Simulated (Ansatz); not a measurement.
**How the vibrations of Rh change with volume**

Method: Ansatz, DFT PBE, scalar-relativistic, plane waves, PAW. Cutoff 420 eV, 18×18×10 k-points (Γ-centred), Fermi-Dirac smearing of 0.15 eV. No spin polarisation. Phonons by linear response, acoustic sum rule imposed.

The cell, relaxed at this level:
Space group P6_3/mmc (No. 194). a = 2.729 Å, b = 2.729 Å, c = 4.393 Å, α = 90.00°, β = 90.00°, γ = 120.00°
| atom | site | symmetry | x | y | z |
| --- | --- | --- | --- | --- | --- |
| Rh | 2c | -6m2 | 0.6667 | 0.3333 | 0.7500 |

In a metal, frequencies depend on the k mesh and the smearing, soft modes most.

Cells at 0.98 and 1.02 times the equilibrium volume were relaxed in shape and atoms; γ = −d ln ν / d ln V, modes matched by rank.

Q: Give the optical frequencies at Γ (cm⁻¹) at the three volumes and the mode Grüneisen parameters.

A:
```csv
0.98 V,V,1.02 V,γ,degeneracy
147,142,137,1.76,2
246,233,220,2.74,1
```

Q: What pressures hold the two strained cells, and what bulk modulus follows?

A: 5.28 GPa at 0.98 V and -4.67 GPa at 1.02 V, so B = −dP/d ln V ≈ 249 GPa.

This form isn't the element's structure at ambient conditions.

Cost: 6 runs of about 2.6 core-minutes in all, on AMD EPYC 9R45 (Zen 5) (shared hosts).